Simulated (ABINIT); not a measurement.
# ZnSe (Stilleite) (F-43m) in ABINIT: settings compared, part 2 of 2

ABINIT 10.8.3 (patched build). The steps go on from the part before.

**3. Band structure, HCTH407**

run.abi reads:

```
# Datasets: ground state, then fixed potential
ndtset 2

# Pseudopotentials
pp_dirpath "./"
pseudos "Se.GGA_PBE-JTH.xml, Zn.GGA_PBE-JTH.xml"

# Structure
acell 7.5732633804 7.5732633804 7.5732633804
rprim
     0.0000000000     0.7071067812     0.7071067812
     0.7071067812     0.0000000000     0.7071067812
     0.7071067812     0.7071067812     0.0000000000
ntypat 2
znucl 34 30
natom 2
typat 1 2
xcart
     4.2507000000     4.2507000000     4.2507000000
     0.0000000000     0.0000000000     0.0000000000 Angstrom

# Plane-wave basis
ecut 544.227725 eV
pawecutdg 40.0

# Exchange and correlation
ixc 27

# Bands and occupations
occopt 3
tsmear 0.00183747

# SCF cycle
nstep 100

# Output
iomode 3
prtwf 0
prteig 0
prtebands 0
enunit 2
prtden1 1

# Dataset 1
kptopt1 1
ngkpt1 8 8 8
nshiftk1 1
shiftk1 0.0 0.0 0.0
nband1 13
tolvrs1 1.0e-9

# Dataset 2: bands along G-X-W-K-G-L-U-W-L-K
iscf2 -2
getden2 1
nband2 17
nbdbuf2 2
tolwfr2 1.0e-12
kptopt2 -9
ndivsm2 6
prteig2 1
kptbounds2
     0.0000000000     0.0000000000     0.0000000000
     0.5000000000     0.0000000000     0.5000000000
     0.5000000000     0.2500000000     0.7500000000
     0.3750000000     0.3750000000     0.7500000000
     0.0000000000     0.0000000000     0.0000000000
     0.5000000000     0.5000000000     0.5000000000
     0.6250000000     0.2500000000     0.6250000000
     0.5000000000     0.2500000000     0.7500000000
     0.5000000000     0.5000000000     0.5000000000
     0.3750000000     0.3750000000     0.7500000000
```

Potentials or basis: JTH PAW PBE v2.0.

Launch:

```console
$ abinit run.abi > log 2>&1
```

run.abo:

```text
.Version 10.8.3 of ABINIT
 DATASET    1 : space group F-4 3 m (#216); Bravais cF (face-center cubic)
================================================================================
 Values of the parameters that define the memory need for DATASET  1.
     intxc =       0    ionmov =       0      iscf =       7    lmnmax =      18
     lnmax =       6     mgfft =      32  mpssoang =       3    mqgrid =    3001
     natom =       2  nloc_mem =       2    nspden =       1   nspinor =       1
    nsppol =       1      nsym =      24    n1xccc =       1    ntypat =       2
    occopt =       3   xclevel =       2
       mpw =        1329          nfft =       32768          nkpt =          29
 PAW method is used; the additional fine FFT grid is defined by:
   mgfftf=        45    nfftf =     91125
================================================================================
================================================================================

 DATASET    2 : space group F-4 3 m (#216); Bravais cF (face-center cubic)
================================================================================
 Values of the parameters that define the memory need for DATASET  2.
     intxc =       0    ionmov =       0      iscf =      -2    lmnmax =      18
     lnmax =       6     mgfft =      32  mpssoang =       3    mqgrid =    3001
     natom =       2  nloc_mem =       2    nspden =       1   nspinor =       1
    nsppol =       1      nsym =      24    n1xccc =       1    ntypat =       2
    occopt =       3   xclevel =       2
       mpw =        1335          nfft =       32768          nkpt =         103
 PAW method is used; the additional fine FFT grid is defined by:
   mgfftf=        45    nfftf =     91125
================================================================================
================================================================================

--------------------------------------------------------------------------------
------------- Echo of variables that govern the present computation ------------
--------------------------------------------------------------------------------
 -outvars: echo values of preprocessed input variables --------
[... 1497 lines left out ...]
   0.02961    0.23945    0.31660    0.42623    0.43001    0.45759    0.53858    0.67203
   0.71713
 kpt# 103, nband= 17, wtk=  1.00000, kpt=  0.3750  0.3750  0.7500 (reduced coord)
  -0.35889   -0.15972   -0.15677   -0.15394   -0.15107   -0.14170   -0.07807   -0.01728
   0.02672    0.23687    0.30658    0.43972    0.44067    0.45516    0.54541    0.66968
   0.72472
 Eigenvalues (   eV  ) for nkpt= 103  k points:
 kpt#   1, nband= 17, wtk=  1.00000, kpt=  0.0000  0.0000  0.0000 (reduced coord)
 -10.73089   -4.45068   -4.45068   -4.45068   -4.13312   -4.13312    2.40818    2.40818
   2.40818    4.09661    8.54444    8.54444    8.54444   13.20163   14.18895   14.18895
  16.18876
 kpt#   2, nband= 17, wtk=  1.00000, kpt=  0.0294  0.0000  0.0294 (reduced coord)
 -10.72365   -4.45037   -4.44898   -4.44898   -4.13359   -4.13265    2.29263    2.38373
   2.38373    4.21929    8.49786    8.58313    8.58313   13.27652   14.00296   14.20157
  16.24325
 kpt#   3, nband= 17, wtk=  1.00000, kpt=  0.0588  0.0000  0.0588 (reduced coord)
 -10.70209   -4.44977   -4.44433   -4.44433   -4.13520   -4.13151    2.01370    2.31235
   2.31235    4.51791    8.36740    8.69690    8.69690   13.44174   13.62362   14.23903
  16.31063
 kpt#   4, nband= 17, wtk=  1.00000, kpt=  0.0882  0.0000  0.0882 (reduced coord)
 -10.66667   -4.44852   -4.43671   -4.43671   -4.13782   -4.12961    1.66383    2.20024
   2.20024    4.89597    8.17530    8.87964    8.87964   13.02381   13.86715   14.30139
  16.46187
 kpt#   5, nband= 17, wtk=  1.00000, kpt=  0.1176  0.0000  0.1176 (reduced coord)
[... 381 lines left out ...]
   1.00955    6.64029    8.84860   10.92912   11.00016   13.02496   14.65484   17.46801
  18.21762
 kpt# 101, nband= 17, wtk=  1.00000, kpt=  0.4000  0.4000  0.7000 (reduced coord)
  -9.80305   -4.34797   -4.28666   -4.17353   -4.11622   -3.87269   -2.12685   -0.40392
   0.90124    6.58883    8.80508   11.19675   11.33357   12.71482   14.60389   18.05806
  18.71862
 kpt# 102, nband= 17, wtk=  1.00000, kpt=  0.3875  0.3875  0.7250 (reduced coord)
  -9.77972   -4.34645   -4.27475   -4.18088   -4.11401   -3.86016   -2.11467   -0.48534
   0.80562    6.51565    8.61521   11.59835   11.70114   12.45175   14.65550   18.28691
  19.51400
 kpt# 103, nband= 17, wtk=  1.00000, kpt=  0.3750  0.3750  0.7500 (reduced coord)
  -9.76583   -4.34616   -4.26600   -4.18898   -4.11084   -3.85586   -2.12429   -0.47009
   0.72708    6.44561    8.34238   11.96534   11.99128   12.38556   14.84146   18.22297
  19.72071

== END DATASET(S) ==============================================================
================================================================================

 -outvars: echo values of variables after computation  --------
            acell      7.5732633804E+00  7.5732633804E+00  7.5732633804E+00 Bohr
           etotal1    -7.4587996016E+01
            fcart1     4.0225463734E-28  4.0225463734E-28 -1.2067639120E-27
                      -4.0225463734E-28 -4.0225463734E-28  1.2067639120E-27
            rprim      0.0000000000E+00  7.0710678120E-01  7.0710678120E-01
                       7.0710678120E-01  0.0000000000E+00  7.0710678120E-01
                       7.0710678120E-01  7.0710678120E-01  0.0000000000E+00
           strten1    -1.4235476799E-04 -1.4235476799E-04 -1.4235476799E-04
                       0.0000000000E+00  0.0000000000E+00  0.0000000000E+00
           xangst      4.2507000000E+00  4.2507000000E+00  4.2507000000E+00
                       2.7805598238E-09  2.7805598238E-09  2.7805598238E-09
             xred      7.5000000049E-01  7.5000000049E-01  7.5000000049E-01
                       4.9060622231E-10  4.9060622231E-10  4.9060622231E-10
 Calculation completed.
```

It took 80 s on 1 thread of Arm Neoverse V2, shared host; peak memory 0.13 GiB.

What came out:

| Item | Value |
| --- | --- |
| Free energy | -2029.6428 eV |
| Band gap on the k mesh | 1.69 eV, direct |
| Valence electrons inside the program's atomic spheres | Se 4.11; Zn 10.78 |

Levels at the corners of the path, in eV from the valence-band top:
| point | band 5 | band 6 | band 7 | band 8 | band 9 | band 10 | band 11 | band 12 | band 13 | band 14 |
| --- | --- | --- | --- | --- | --- | --- | --- | --- | --- | --- |
| Γ | -6.54 | -6.54 | 0.00 | 0.00 | 0.00 | 1.69 | 6.14 | 6.14 | 6.14 | 10.79 |
| X | -6.50 | -6.33 | -4.62 | -2.05 | -2.05 | 3.56 | 3.83 | 11.22 | 11.55 | 11.55 |
| W | -6.55 | -6.23 | -4.50 | -2.60 | -2.45 | 5.71 | 5.98 | 7.38 | 8.28 | 12.06 |
| K | -6.52 | -6.26 | -4.53 | -2.88 | -1.68 | 4.04 | 5.93 | 9.56 | 9.58 | 9.98 |
| Γ | -6.54 | -6.54 | 0.00 | 0.00 | 0.00 | 1.69 | 6.14 | 6.14 | 6.14 | 10.79 |
| L | -6.52 | -6.37 | -4.96 | -0.82 | -0.82 | 2.91 | 6.74 | 6.74 | 9.22 | 11.70 |
| U | -6.52 | -6.26 | -4.53 | -2.88 | -1.68 | 4.04 | 5.93 | 9.56 | 9.58 | 9.98 |
| W | -6.55 | -6.23 | -4.50 | -2.60 | -2.45 | 5.71 | 5.98 | 7.38 | 8.28 | 12.06 |
| L | -6.52 | -6.37 | -4.96 | -0.82 | -0.82 | 2.91 | 6.74 | 6.74 | 9.22 | 11.70 |
| K | -6.52 | -6.26 | -4.53 | -2.88 | -1.68 | 4.04 | 5.93 | 9.56 | 9.58 | 9.98 |

Caveat: the cutoff is too short for stress, so the log's stress isn't used; the PAW data sets were made with another functional, which shifts forces and pressure a little.

**4. Equation of state, WC**

run.abi reads:

```
# Datasets: one volume each
ndtset 7
getwfk -1
scalecart1 3*0.9795861087
scalecart2 3*0.9864848297
scalecart3 3*0.9932883884
scalecart4 3*1.0000000000
scalecart5 3*1.0066227096
scalecart6 3*1.0131594038
scalecart7 3*1.0196128224

# Pseudopotentials
pp_dirpath "./"
pseudos "Se.GGA_PBE-JTH.xml, Zn.GGA_PBE-JTH.xml"

# Structure
acell 3*1.0 Angstrom
rprim
     0.0000000000     2.8338000000     2.8338000000
     2.8338000000     0.0000000000     2.8338000000
     2.8338000000     2.8338000000     0.0000000000
ntypat 2
znucl 34 30
natom 2
typat 1 2
xred
     0.7500000000     0.7500000000     0.7500000000
     0.0000000000     0.0000000000     0.0000000000

# Plane-wave basis
ecut 20.0
pawecutdg 40.0

# k points
kptopt 1
ngkpt 8 8 8
nshiftk 1
shiftk 0.0 0.0 0.0

# Exchange and correlation
ixc 23

# Bands and occupations
nband 13
occopt 3
tsmear 0.05 eV

# SCF cycle
nstep 100
tolvrs 1.0e-9

# Output
iomode 3
prtwf 1
prtden 0
prteig 0
prtebands 0
enunit 2
```

Launch:

```console
$ abinit run.abi > log 2>&1
```

Run time: 2.9 min. Hardware: 1 thread of Arm Neoverse V2, shared host; peak memory 0.15 GiB.

Results (log left out):

* Equilibrium volume: 22.39 Å³/atom
* Bulk modulus: 65 GPa
* Pressure derivative of the bulk modulus: 4.1

Energy against volume, from the lowest point:
```
volume (Å³/atom)  energy (meV/atom)
          21.391               9.79
          21.846               2.75
          22.301               0.00
          22.757               1.14
          23.212               5.70
          23.667              13.47
          24.122              24.01
```

Caveat: the cutoff is too short for stress, so the log's stress isn't used; pressures at fixed basis lie under the slope of the energies; the PAW data sets were made with another functional, which shifts forces and pressure a little.

**5. Equation of state, HCTH407**

run.abi, as its differences from that of step 4:

```diff
@@ -1,2 +1 @@
-# Datasets: one volume each
 ndtset 7
@@ -11,3 +10,2 @@
 
-# Pseudopotentials
 pp_dirpath "./"
@@ -15,3 +13,2 @@
 
-# Structure
 acell 3*1.0 Angstrom
@@ -29,3 +26,2 @@
 
-# Plane-wave basis
 ecut 20.0
@@ -33,3 +29,2 @@
 
-# k points
 kptopt 1
@@ -39,6 +34,4 @@
 
-# Exchange and correlation
-ixc 23
+ixc 27
 
-# Bands and occupations
 nband 13
@@ -47,3 +40,2 @@
 
-# SCF cycle
 nstep 100
@@ -51,3 +43,2 @@
 
-# Output
 iomode 3
```

Launch:

```console
$ abinit run.abi > log 2>&1
```

Wall time 2.9 min (1 thread of Arm Neoverse V2, shared host); peak memory 0.15 GiB.

It converged, with:

- Equilibrium volume: 24.68 Å³/atom (rough: see the caveat)
- Bulk modulus: 46 GPa (rough)

Energy against volume, from the lowest point:
```tsv
volume (Å³/atom)	energy (meV/atom)
21.391	79.53
21.846	56.33
22.301	37.67
22.757	23.10
23.212	12.11
23.667	4.58
24.122	0.00
```

Caveat: the cutoff is too short for stress, so the log's stress isn't used; pressures at fixed basis lie under the slope of the energies; the minimum lies outside the volumes run; the PAW data sets were made with another functional, which shifts forces and pressure a little.

**6. Equation of state, LDA**

run.abi, as its differences from that of step 5:

```diff
@@ -1 +1,2 @@
+# Datasets: one volume each
 ndtset 7
@@ -10,5 +11,7 @@
 
+# Pseudopotentials
 pp_dirpath "./"
-pseudos "Se.GGA_PBE-JTH.xml, Zn.GGA_PBE-JTH.xml"
+pseudos "Se.hgh, Zn.hgh"
 
+# Structure
 acell 3*1.0 Angstrom
@@ -26,5 +29,6 @@
 
-ecut 20.0
-pawecutdg 40.0
+# Plane-wave basis
+ecut 544.227725 eV
 
+# k points
 kptopt 1
@@ -34,11 +38,15 @@
 
-ixc 27
+# Exchange and correlation
+ixc 7
 
-nband 13
+# Bands and occupations
+nband 8
 occopt 3
-tsmear 0.05 eV
+tsmear 0.00183747
 
+# SCF cycle
 nstep 100
-tolvrs 1.0e-9
+tolvrs 1.0e-10
 
+# Output
 iomode 3
```

Potentials or basis: HGH LDA.

Launch:

```console
$ abinit run.abi > log 2>&1
```

It took 34 s on 1 thread of Arm Neoverse V2, shared host; peak memory 0.12 GiB.

Results (log left out):

| Item | Value |
| --- | --- |
| Equilibrium volume | outside the volumes run |

Energy against volume, from the lowest point:
| volume (Å³/atom) | energy (meV/atom) |
| --- | --- |
| 21.391 | 0.00 |
| 21.846 | 29.50 |
| 22.301 | 61.21 |
| 22.757 | 94.94 |
| 23.212 | 130.19 |
| 23.667 | 166.96 |
| 24.122 | 204.89 |

Caveat: the cutoff is too short for stress, so the log's stress isn't used; HGH potentials are hard and often keep d shells in the core, so these values are rough.

**7. Band structure, BLYP**

run.abi reads:

```
# Datasets: ground state, then fixed potential
ndtset 2

# Pseudopotentials
pp_dirpath "./"
pseudos "Se.GGA_PBE-JTH.xml, Zn.GGA_PBE-JTH.xml"

# Structure
acell 3*1.0 Angstrom
rprim
     0.0000000000     2.8338000000     2.8338000000
     2.8338000000     0.0000000000     2.8338000000
     2.8338000000     2.8338000000     0.0000000000
ntypat 2
znucl 34 30
natom 2
typat 1 2
xred
     0.7500000000     0.7500000000     0.7500000000
     0.0000000000     0.0000000000     0.0000000000

# Plane-wave basis
ecut 544.227725 eV
pawecutdg 40.0

# Exchange and correlation
ixc -106131

# Bands and occupations
occopt 3
tsmear 0.00183747

# SCF cycle
nstep 100

# Output
iomode 3
prtwf 0
prteig 0
prtebands 0
enunit 2
prtden1 1
prtvha1 1
prtvclmb1 1
prtpot1 1

# Dataset 1
kptopt1 1
ngkpt1 8 8 8
nshiftk1 1
shiftk1 0.0 0.0 0.0
nband1 13
tolvrs1 1.0e-9

# Dataset 2: bands along G-X-W-K-G-L-U-W-L-K
iscf2 -2
getden2 1
nband2 17
nbdbuf2 2
tolwfr2 1.0e-12
kptopt2 -9
ndivsm2 8
prteig2 1
prtvol2 -3
kptbounds2
     0.0000000000     0.0000000000     0.0000000000
     0.5000000000     0.0000000000     0.5000000000
     0.5000000000     0.2500000000     0.7500000000
     0.3750000000     0.3750000000     0.7500000000
     0.0000000000     0.0000000000     0.0000000000
     0.5000000000     0.5000000000     0.5000000000
     0.6250000000     0.2500000000     0.6250000000
     0.5000000000     0.2500000000     0.7500000000
     0.5000000000     0.5000000000     0.5000000000
     0.3750000000     0.3750000000     0.7500000000
```

Potentials or basis: JTH PAW PBE v2.0.

Launch:

```console
$ abinit run.abi > log 2>&1
```

Run time: 1.7 min. Hardware: 1 thread of Arm Neoverse V2, shared host; peak memory 0.15 GiB.

It converged, with:

| Item | Value |
| --- | --- |
| Free energy | -2010.7395 eV |
| Band gap on the k mesh | 1.25 eV, direct |
| Valence electrons inside the program's atomic spheres | Se 4.05; Zn 10.79 |

Levels at the corners of the path, in eV from the valence-band top:
| point | band 7 | band 8 | band 9 | band 10 | band 11 | band 12 |
| --- | --- | --- | --- | --- | --- | --- |
| Γ | 0.00 | 0.00 | 0.00 | 1.25 | 5.87 | 5.87 |
| X | -4.76 | -2.15 | -2.15 | 3.14 | 3.48 | 10.79 |
| W | -4.68 | -2.71 | -2.60 | 5.47 | 5.63 | 7.04 |
| K | -4.71 | -3.03 | -1.76 | 3.67 | 5.63 | 9.18 |
| Γ | 0.00 | 0.00 | 0.00 | 1.25 | 5.87 | 5.87 |
| L | -5.18 | -0.86 | -0.86 | 2.53 | 6.47 | 6.47 |
| U | -4.71 | -3.03 | -1.76 | 3.67 | 5.63 | 9.18 |
| W | -4.68 | -2.71 | -2.60 | 5.47 | 5.63 | 7.04 |
| L | -5.18 | -0.86 | -0.86 | 2.53 | 6.47 | 6.47 |
| K | -4.71 | -3.03 | -1.76 | 3.67 | 5.63 | 9.18 |

Caveat: the cutoff is too short for stress, so the log's stress isn't used; the PAW data sets were made with another functional, which shifts forces and pressure a little.

**8. Overview**

```tsv
task	level	gap on the mesh (eV)
band structure	PBEsol	1.17
band structure	HCTH407	1.69
equation of state	WC	-
equation of state	HCTH407	-
band structure	BLYP	1.25
```

Alike in all rows: potentials or basis JTH PAW PBE v2.0; no spin polarisation; cell as given; k mesh 8 × 8 × 8; cutoff (eV) 544; smearing fermi-dirac 0.05 eV.

On the cell as given the gap runs from 1.17 eV (PBEsol) to 1.69 eV (HCTH407).

Caveats: the PAW data sets were made with another functional, which shifts forces and pressure a little; pressures at fixed basis lie under the slope of the energies (some runs); the minimum lies outside the volumes run (some runs).

Absolute energies hang on the potentials; compare differences alone.

**9. How close it comes**

Step 2. Measured gap of ZnSe: 2.695 eV (an exciton energy, a little under the gap; 300 K; “Alloy Disordering Effects on the Thermal Conductivity and Energy Gap Temperature Dependence of Cd1−xZnxSe Ternary Crystals Grown by the Bridgman Method”, 2023, pmc:10253836). This calculation gives 1.17 eV (-1.53 eV). So large a miss can be the level of theory's own, or it may mean another phase, state or a wrong row. Spin-orbit coupling on Se is left out. The value is that of PBEsol, without temperature or zero-point motion. Semilocal functionals fall short of measured gaps as a rule.

Step 3. A measured gap of ZnSe is 2.695 eV (an exciton energy, a little under the gap; 300 K; “Alloy Disordering Effects on the Thermal Conductivity and Energy Gap Temperature Dependence of Cd1−xZnxSe Ternary Crystals Grown by the Bridgman Method”, 2023, pmc:10253836); the calculated 1.69 eV misses it by -1.01 eV. Spin-orbit coupling on Se is left out. The value is that of HCTH407, without temperature or zero-point motion.

Step 7. Measured gap of ZnSe: 2.695 eV (an exciton energy, a little under the gap; 300 K; “Alloy Disordering Effects on the Thermal Conductivity and Energy Gap Temperature Dependence of Cd1−xZnxSe Ternary Crystals Grown by the Bridgman Method”, 2023, pmc:10253836). This calculation gives 1.25 eV (-1.45 eV). So large a miss can be the level of theory's own, or it may mean another phase, state or a wrong row. Spin-orbit coupling on Se is left out. The value is that of BLYP, without temperature or zero-point motion. Semilocal functionals fall short of measured gaps as a rule.
